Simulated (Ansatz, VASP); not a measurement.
Na: VASP beside Ansatz

The input INCAR:

```
  PREC = Accurate
  ENCUT = 600
  EDIFF = 1E-6
  ISMEAR = 0
  SIGMA = 0.1
  LREAL = F
  LASPH = T
  NELM = 100
  ALGO = Normal
  ISIF = 3
  LWAVE = F
  LCHARG = F
  GGA = PS
  IBRION = 2
  NSW = 100
  EDIFFG = -0.005
```

KPOINTS

```
Automatic mesh
0
Gamma
  16 16 16
```

Contents of POSCAR:

```
Na
1.0
   -1.8882910800      1.8882910800      2.6372766800
    1.8882910800     -1.8882910800      2.6372766800
    1.8882910800      1.8882910800     -2.6372766800
Na
1
Direct
    0.0000000000      0.0000000000      0.0000000000
```

Input for Ansatz:

```yaml
crystal:
  lattice:
    - [-1.88829108, 1.88829108, 2.63727668]
    - [1.88829108, -1.88829108, 2.63727668]
    - [1.88829108, 1.88829108, -2.63727668]
  atoms:
    - { symbol: Na, position: [0.0, 0.0, 0.0] }
basis:
  ecutwfc: 520.0
kpoints:
  mp_grid: { grid: [16, 16, 16] }
hamiltonian:
  xc: pbesol
scf:
  occupations: { method: gaussian, width: 0.1 }
output:
  forces: true
  stress: true
  eigenvalues: true
  write_density: true
  write_potential: true
  elf: true
  volumetric_format: npy
relax:
  adjacent_minimum: "off"
  f_tol: 0.005
  max_steps: 80
  cell: { stress_tol: 0.05 }
```

This isn't the form of Na at room conditions, which is bcc.

Alike in both runs: task relaxation of cell and atoms; functional PBEsol; k mesh 16 × 16 × 16; occupations gaussian, width 0.1 eV; no spin polarisation.

|  | VASP | Ansatz |
| --- | --- | --- |
| version | VASP 6.6.1 | Ansatz 0.2.0 |
| potentials or method | VASP PAW PBE potentials, release 64 (Na_pv) | scalar-relativistic, plane waves, PAW |
| plane-wave cutoff (eV) | 600 | 520 |
| valence electrons in the cell | 7 | 9 |

Ansatz gave:

* gap on the k mesh at the Fermi level, each at its own relaxed structure (eV): none
* relaxed volume (Å³/atom): 36.29
* relaxed cell length with the largest relative difference (Å): 3.711
* energy change over the relaxation (meV/atom): -1

Problem. What did VASP give for the same quantities?

Solution. gap on the k mesh at the Fermi level, each at its own relaxed structure (eV): none; relaxed volume (Å³/atom): 36.19; relaxed cell length with the largest relative difference (Å): 3.712; energy change over the relaxation (meV/atom): -1.

A gap of «none» marks a metal or a gap that the smearing closes. The two sets of potentials don't hold the same shells in valence.

Caveats: the PAW data sets were made with another functional, which shifts forces and pressure a little (VASP).
